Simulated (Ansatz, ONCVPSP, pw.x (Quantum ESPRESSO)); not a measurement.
## tungsten (sc): variants of one ONCV potential in the solid

| Item | Value |
| --- | --- |
| Element | W (Z = 74) |
| Generator | ONCVPSP 4.0.1.1 (patched build) |
| Type | optimised norm-conserving Vanderbilt (ONCV) |
| Functional | PBE |
| Relativity | scalar-relativistic |
| Frozen core | [Kr] 4d10 4f14 |
| Valence charge | 14 |
| Reference configuration | 5s2 5p6 5d4 6s2 |
| Partial waves | 5s+6s: rc 1.95 bohr, ncon 4, nbas 7, qcut 7.5 1/bohr, 3 projectors, debl 1.2 Ha; 5p: rc 1.55 bohr, ncon 4, nbas 8, qcut 8.2 1/bohr, 1 projector; 5d: rc 2.50 bohr, ncon 4, nbas 9, qcut 5.1 1/bohr, 1 projector |
| Local potential | polynomial inside 1.30 bohr (lpopt 3, dvloc0 1 Ha) |
| Core correction | none |

Crystal test: sc W in pw.x 7.5, no spin, 12³ k-points, Fermi–Dirac smearing 0.01 Ry, cutoffs set for each file from its atomic test. The reference is all-electron LAPW (Ansatz 0.2.0) with the same functional, mesh and smearing; V0 and B0 come from Birch–Murnaghan fits to the pressures at five volumes. Errors are pseudo minus all-electron; Δ is the rms difference of the E(V) curves that follow from these fits, minima aligned, over ±6 % about the mean V0. Mesh and smearing are coarse, so the numbers serve the comparison and aren't converged zero-temperature values; the lattice is a test structure that the element need not adopt.

All-electron: a0 = 2.638 Å (V0 = 18.36 Å³/atom), B0 = 216.4 GPa.

Base: Atomic configuration tests: 1 of 4 tests not solved or not reliable.

| change | cutoffs (Ry) | pw.x | a0 (Å) | a0 error (%) | B0 error (%) | Δ (meV/atom) | mean pressure error (GPa) |
| --- | --- | --- | --- | --- | --- | --- | --- |
| base | 70/280 | converged | 2.626 | -0.44 | +0.2 | 11.4 | -2.70 |
| s: debl 0.8 | 70/280 | converged | 2.626 | -0.44 | +0.2 | 11.4 | -2.70 |
| p: nproj 2 | 70/280 | converged; energies reset by the program | 2.629 | -0.32 | -0.8 | 8.5 | -1.99 |
| core correction Teter function, fcfact 4.75, rcfact 1.7 | 70/280 | converged | 2.628 | -0.39 | +0.2 | 10.1 | -2.40 |
| s: ncon 3, nbas 6 | 70/280 | converged | 2.627 | -0.43 | +0.0 | 11.3 | -2.67 |

(1) Give the row for: all radii scaled by about 1.34 (s 2.62, p 2.08, d 3.36 bohr); local potential polynomial inside 1.74 bohr (lpopt 3, dvloc0 1 Ha).

## Answers

(1) pw.x: converged; mean pressure error (GPa): -2.78; a0 (Å): 2.626; a0 error (%): -0.46; B0 error (%): -2.5; Δ (meV/atom): 12.1.
